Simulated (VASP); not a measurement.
# PtSe2 (P-3m1) in VASP: notebook, part 3 of 3

VASP 6.6.1.

### Step 6. Relaxation of cell and atoms, PBEsol

INCAR

```
PREC = Accurate ; ENCUT = 300
EDIFF = 1E-7 ; ISMEAR = 0
SIGMA = 0.02 ; LREAL = F
LASPH = T ; NELM = 100
ALGO = Normal ; ISIF = 3
LWAVE = F ; LCHARG = F
GGA = PS ; IBRION = 2
NSW = 90 ; EDIFFG = -0.005
```

KPOINTS

```
regular mesh
0
Gamma
  9 9 6
```

POSCAR

```
PtSe2
1.0
    3.7173065500      0.0000000000      0.0000000000
   -1.8586532700      3.2192819000      0.0000000000
    0.0000000000      0.0000000000      5.8200740200
Pt Se
1 2
Direct
    0.0000000000      0.0000000000      0.0000000000
    0.6666666700      0.3333333300      0.7746118400
    0.3333333300      0.6666666700      0.2253881600
```

Potentials or basis: VASP PAW PBE potentials, release 64 (Pt, Se).

Launch:

```bash
$ cat potpaw_PBE.64/Pt/POTCAR potpaw_PBE.64/Se/POTCAR > POTCAR
$ mpirun -np 1 vasp_std > vasp.out
```

OUTCAR:

```text
PREC = Accurate
   ENCUT = 300
   EDIFF = 1E-7
   ISMEAR = 0
   LREAL = F
   LASPH = T
   NELM = 100
   ISIF = 3
   GGA = PS
   IBRION = 2
   NSW = 90
   EDIFFG = -0.005

 ion  position               nearest neighbor table
   1  0.000  0.000  0.000-   2 2.52   3 2.52   3 2.52   2 2.52   2 2.52   3 2.52
   2  0.667  0.333  0.775-   1 2.52   1 2.52   1 2.52
   3  0.333  0.667  0.225-   1 2.52   1 2.52   1 2.52

  LATTYP: Found a hexagonal cell.
 ALAT       =     3.7173065500
 C/A-ratio  =     1.5656696433

  Lattice vectors:

 A1 = (   3.7173065500,   0.0000000000,   0.0000000000)
 A2 = (  -1.8586532700,   3.2192819000,   0.0000000000)
 A3 = (   0.0000000000,   0.0000000000,   5.8200740200)

Analysis of symmetry for initial positions (statically):
=====================================================================
 Subroutine PRICEL returns:
 Original cell was already a primitive cell.

 Routine SETGRP: Setting up the symmetry group for a
 hexagonal supercell.

 Subroutine GETGRP returns: Found 12 space group operations
 (whereof 12 operations were pure point group operations)
 out of a pool of 24 trial point group operations.

The static configuration has the point symmetry D_3d.

Analysis of symmetry for dynamics (positions and initial velocities):
=====================================================================
 Subroutine PRICEL returns:
 Original cell was already a primitive cell.

 Routine SETGRP: Setting up the symmetry group for a
 hexagonal supercell.

 Subroutine GETGRP returns: Found 12 space group operations
 (whereof 12 operations were pure point group operations)
 out of a pool of 24 trial point group operations.

The dynamic configuration has the point symmetry D_3d.

 Subroutine INISYM returns: Found 12 space group operations
 (whereof 12 operations are pure point group operations),
 and found     1 'primitive' translations

----------------------------------------------------------------------------------------

                                     Primitive cell

  volume of cell :      69.6492

  direct lattice vectors                    reciprocal lattice vectors
     3.717306550  0.000000000  0.000000000     0.269011981  0.155314140  0.000000000
    -1.858653270  3.219281900  0.000000000     0.000000000  0.310628280  0.000000000
     0.000000000  0.000000000  5.820074020     0.000000000  0.000000000  0.171819121

  length of vectors
     3.717306550  3.717306542  5.820074020     0.310628280  0.310628280  0.171819121

  position of ions in fractional coordinates (direct lattice)
     0.000000000  0.000000000  0.000000000
     0.666666670  0.333333330  0.774611840
     0.333333330  0.666666670  0.225388160

  ion indices of the primitive-cell ions
   primitive index   ion index
                 1           1
                 2           2
                 3           3

----------------------------------------------------------------------------------------

 KPOINTS: regular mesh

Automatic generation of k-mesh.
 Grid dimensions read from file:
 generate k-points for:    9    9    6

 Generating k-lattice:

  Cartesian coordinates                     Fractional coordinates (reciprocal lattice)
     0.029890220  0.017257127  0.000000000     0.111111111  0.000000000  0.000000000
     0.000000000  0.034514253  0.000000000     0.000000000  0.111111111  0.000000000
     0.000000000  0.000000000  0.028636520     0.000000000  0.000000000  0.166666667

  Length of vectors
     0.034514253  0.034514253  0.028636520

  Shift w.r.t. Gamma in fractional coordinates (k-lattice)
     0.000000000  0.000000000  0.000000000

 Subroutine IBZKPT returns following result:
 ===========================================

 Found     62 irreducible k-points:

 Following reciprocal coordinates:
            Coordinates               Weight
  0.000000  0.000000  0.000000      1.000000
  0.111111 -0.000000  0.000000      6.000000
  0.222222 -0.000000  0.000000      6.000000
  0.333333  0.000000  0.000000      6.000000
  0.444444 -0.000000  0.000000      6.000000
  0.111111  0.111111  0.000000      6.000000
[... 16 lines left out ...]
  0.222222  0.111111  0.166667     12.000000
 -0.111111  0.333333  0.166667     12.000000
 [... further k-points ...]
   k-points           NKPTS =     62   k-points in BZ     NKDIM =     62   number of bands    NBANDS=     15
   number of dos      NEDOS =    301   number of ions     NIONS =      3
   total plane-waves  NPLWV =  20736
   dimension x,y,z NGX =    24 NGY =   24 NGZ =   36
   dimension x,y,z NGXF=    48 NGYF=   48 NGZF=   72
   ions per type =               1   2
   NGX,Y,Z   is equivalent  to a cutoff of  10.73, 10.73, 10.28 a.u.
   NGXF,Y,Z  is equivalent  to a cutoff of  21.47, 21.47, 20.57 a.u.
 SYSTEM =  unknown system
   PREC   = accura    normal or accurate (medium, high low for compatibility)
   ISTART =      0    job   : 0-new  1-cont  2-samecut
   ICHARG =      2    charge: 1-file 2-atom 10-const
   ISPIN  =      1    spin polarized calculation?
   LNONCOLLINEAR =      F non collinear calculations
   LSORBIT =      F    spin-orbit coupling
   LASPH  =      T    aspherical Exc in radial PAW
   ENCUT  =  300.0 eV  22.05 Ry    4.70 a.u.   5.25  5.25  8.22*2*pi/ulx,y,z
   NELM   =    100;   NELMIN=  2; NELMDL= -5     # of ELM steps
   EDIFF  = 0.1E-06   stopping-criterion for ELM
   LREAL  =      F    real-space projection
   EDIFFG = -.5E-02   stopping-criterion for IOM
   NSW    =     90    number of steps for IOM
   IBRION =      2    ionic relax: 0-MD 1-quasi-New 2-CG
   NFREE  =      1    steps in history (QN), initial steepest desc. (CG)
   ISIF   =      3    stress and relaxation
   ISYM   =      2    0-nonsym 1-usesym 2-fastsym
   POTIM  = 0.5000    time-step for ionic-motion
   TEBEG  =    0.0;   TEEND  =   0.0 temperature during run
   PSTRESS=    0.0 pullay stress
   NELECT =      22.0000    total number of electrons
   NUPDOWN=      -1.0000    fix difference up-down
   EMIN   =  10.00;   EMAX   =-10.00  energy-range for DOS
   EFERMI =   0.00;   METHOD = LEGACY
   ISMEAR =     0;   SIGMA  =   0.02  broadening in eV -4-tet -1-fermi 0-gaus
   EFERMI_NEDOS =   21; number of points for ismear=-14 and -15
   IALGO  =     38    algorithm
   IMIX   =      4    mixing-type and parameters
     AMIX     =   0.40;   BMIX     =  1.00
     AMIX_MAG =   1.60;   BMIX_MAG =  1.00
  volume/ion in A,a.u.               =      23.22       156.67
  Fermi-wavevector in a.u.,A,eV,Ry     =   1.114920  2.106894 16.912680  1.243047
  Thomas-Fermi vector in A             =   2.251520
   LORBIT       =      0    0 simple, 1 ext, 2 COOP (PROOUT), +10 PAW based schemes
   GGA     = PS    functional components
   LHFCALC =     F    Hartree Fock is set to
   AEXX    =    0.0000 exact exchange contribution
   IVDW    =     0    specifies the selected vdW correction
   LEPSILON=     F    determine dielectric tensor
   LRPA    =     F    only Hartree local field effects (RPA)
 conjugate gradient relaxation of ions
 non-spin polarized calculation
 Gauss-broadening in eV      SIGMA  =   0.02
  energy-cutoff  :      300.00
  volume of cell :       69.65
 maximum number of plane-waves:       836
 NGX is ok and might be reduce to    24
   NGX = 11   NGY = 11   NGZ = 17

--------------------------------------- Ionic step        1  -------------------------------------------

 number of electron      21.9999996 magnetization

 Free energy of the ion-electron system (eV)
  ---------------------------------------------------
  ext. energy  EPLUGINS =         0.00000000
  ---------------------------------------------------
  free energy    TOTEN  =       -15.83901634 eV

  energy without entropy =      -15.83901634  energy(sigma->0) =      -15.83901634

 E-fermi :   4.6048     XC(G=0):  -9.9743

 val. band max:        4.5002253922   @ k =   0.1111  -0.0000   0.0000
 cond. band min:       4.9964520882   @ k =   0.0000   0.2222   0.3333
 fundamental gap:      0.4962266960
 Fermi energy:         4.6048430715
[... 968 lines left out ...]
      4      -0.9234      2.00000
      5      -0.5095      2.00000
      6      -0.0597      2.00000
      7       0.6463      2.00000
      8       1.7040      2.00000
      9       3.0868      2.00000
     10       3.1518      2.00000
     11       4.3926      2.00000
     12       5.4226      0.00000
     13       6.4540      0.00000
     14       9.8631      0.00000
     15      11.7398      0.00000

 [... further k-points ...]

[... ionic steps 4 to 39 ...]

--------------------------------------- Ionic step       40  -------------------------------------------

 number of electron      21.9999998 magnetization

------------------------ aborting loop because EDIFF is reached ----------------------------------------
[... 69 lines left out ...]
--------------------------------------- Ionic step       42  -------------------------------------------

 number of electron      21.9999998 magnetization

 Free energy of the ion-electron system (eV)
  ---------------------------------------------------
  ext. energy  EPLUGINS =         0.00000000
  ---------------------------------------------------
  free energy    TOTEN  =       -15.92284863 eV

  energy without entropy =      -15.92257212  energy(sigma->0) =      -15.92271038

 E-fermi :   6.6195     XC(G=0): -10.9734

 val. band max:        6.5949422104   @ k =   0.0000   0.0000   0.1667
 cond. band min:       6.6325934066   @ k =  -0.1111   0.4444   0.1667
 fundamental gap:      0.0376511962
 Fermi energy:         6.6194913970
[... 462 lines left out ...]
  FREE ENERGIE OF THE ION-ELECTRON SYSTEM (eV)
  ---------------------------------------------------
  free  energy   TOTEN  =       -15.9228486311 eV

  energy  without entropy=      -15.9225721212  energy(sigma->0) =      -15.92271038

 reached required accuracy - stopping structural energy minimisation
```

OSZICAR:

```text
N       E                     dE             d eps       ncg     rms          rms(c)
DAV:   1     0.761215703108E+02    0.76122E+02   -0.73655E+03  2004   0.797E+02
DAV:   2    -0.136620217879E+02   -0.89784E+02   -0.87589E+02  2448   0.185E+02
DAV:   3    -0.167264249955E+02   -0.30644E+01   -0.30560E+01  2217   0.376E+01
[... 406 lines left out ...]
  41 F= -.15922848E+02 E0= -.15922710E+02  d E =-.838277E-05
       N       E                     dE             d eps       ncg     rms          rms(c)
DAV:   1    -0.159228491744E+02   -0.99227E-06   -0.15550E-05  1909   0.327E-02    0.441E-03
DAV:   2    -0.159228486959E+02    0.47841E-06   -0.28443E-06  1958   0.174E-02    0.296E-03
DAV:   3    -0.159228486311E+02    0.64858E-07   -0.30089E-07  1537   0.585E-03
  42 F= -.15922849E+02 E0= -.15922710E+02  d E =-.879745E-05
```

CONTCAR:

```text
PtSe2
   1.00000000000000
     3.7557115441231326    0.0000000000516617    0.0000000000000000
    -1.8778557669651692    3.2525416003489194   -0.0000000000000001
     0.0000000000000003    0.0000000000000002    4.8634828913415538
  Pt              Se
     1     2
Direct
     0.0000000000000000    0.0000000000000000    0.0000000000000000
     0.6666666699999979    0.3333333300000021    0.7383858001007183
     0.3333333300000021    0.6666666699999979    0.2616141998992820

  0.00000000E+00  0.00000000E+00  0.00000000E+00
  0.00000000E+00  0.00000000E+00  0.00000000E+00
  0.00000000E+00  0.00000000E+00  0.00000000E+00
```

Wall time 9.8 min (1 thread of Intel Xeon Platinum 8259CL at 2.50GHz (Skylake/Cascade Lake), shared host); peak memory 0.18 GiB.

Results:

```yaml
Free_energy: -15.9228 eV
Relaxed_volume: 19.80 Å³/atom
Relaxed_cell: a = 3.756 Å, b = 3.756 Å, c = 4.863 Å, α = 90.00°, β = 90.00°, γ = 120.00°
Space_group_after_relaxing_to_0.05_Å: P-3m1 (No. 164)
Energy_gained_by_relaxing: 27.9 meV/atom
Ionic_steps: 42
Pressure_after_relaxing: 0.0 GPa
Largest_force_after_relaxing: 0.005 eV/Å
Band_gap_on_the_k_mesh: none (metal or under the smearing width)
```

Forces on the atoms (eV/Å):
```
Pt   0.000  0.000  0.000
Se   0.000  0.000  0.005
Se   0.000  0.000 -0.005
```

Step by step:
```tsv
step	energy change (eV)	largest force (eV/Å)	pressure (GPa)	volume (Å³)
1	0.0000	0.2152	-1.94	69.65
3	-0.0080	0.0464	0.02	68.53
5	-0.0144	0.1506	-0.20	67.98
7	-0.0151	0.2033	-0.29	67.71
9	-0.0221	0.2156	-0.28	66.77
11	-0.0547	0.3431	0.38	62.50
13	-0.0621	0.4831	1.59	60.42
15	-0.0627	0.4784	2.23	59.16
17	-0.0669	0.3679	1.72	58.78
19	-0.0678	0.3049	1.37	58.50
21	-0.0728	0.2437	0.72	58.96
23	-0.0745	0.0265	-1.98	61.05
25	-0.0794	0.0952	-0.62	60.08
27	-0.0824	0.1060	0.22	59.94
29	-0.0828	0.0314	-0.24	60.08
31	-0.0831	0.0226	0.02	59.88
33	-0.0833	0.0082	-0.03	59.83
35	-0.0836	0.0284	-0.20	59.69
37	-0.0836	0.0000	0.30	59.20
39	-0.0838	0.0130	0.04	59.43
41	-0.0838	0.0062	0.01	59.41
42	-0.0838	0.0049	0.01	59.41
```

Final structure:
```
Pt Se
1.0
     3.75571    0.00000    0.00000
    -1.87786    3.25254    0.00000
     0.00000    0.00000    4.86348
Pt Se
1 2
Direct
  0.00000 0.00000 0.00000
  0.66667 0.33333 0.73839
  0.33333 0.66667 0.26161
```

Caveat: the PAW data sets were made with another functional, which shifts forces and pressure a little; this functional lacks dispersion, which binds the layers, so the pressure and a relaxed spacing across them are unreliable.

### Step 7. The runs side by side

```tsv
level	potentials or basis	cutoff (eV)	gap on the mesh (eV)	pressure (GPa)	relaxed volume (Å³/atom)
PBEsol	VASP PAW PBE potentials, release 64 (Pt, Se)	600	none	0.0	19.86
LDA	VASP PAW LDA potentials, release 64 (Pt, Se)	600	none	0.0	19.28
PBE	VASP PAW PBE potentials, release 64 (Pt, Se)	600	0.85	0.0	26.06
PBE+D3(BJ)	VASP PAW PBE potentials, release 64 (Pt, Se)	600	none	0.0	19.79
PBEsol	VASP PAW PBE potentials, release 64 (Pt, Se)	300	none	0.0	19.80
```

Alike in all rows: task relaxation of cell and atoms; no spin polarisation; cell relaxed; k mesh 9 × 9 × 6; smearing gaussian 0.02 eV.

Caveats: this functional lacks dispersion, which binds the layers, so the pressure and a relaxed spacing across them are unreliable (some runs); the PAW data sets were made with another functional, which shifts forces and pressure a little (some runs); the volume moved by over 15 % at a fixed basis, so the end points are rough (some runs); spin-orbit coupling is left out, which moves the levels of the heavy elements (some runs); an odd mesh through Γ misses points on the zone boundary, where band edges often lie (some runs).

Absolute energies hang on the potentials; compare differences alone.
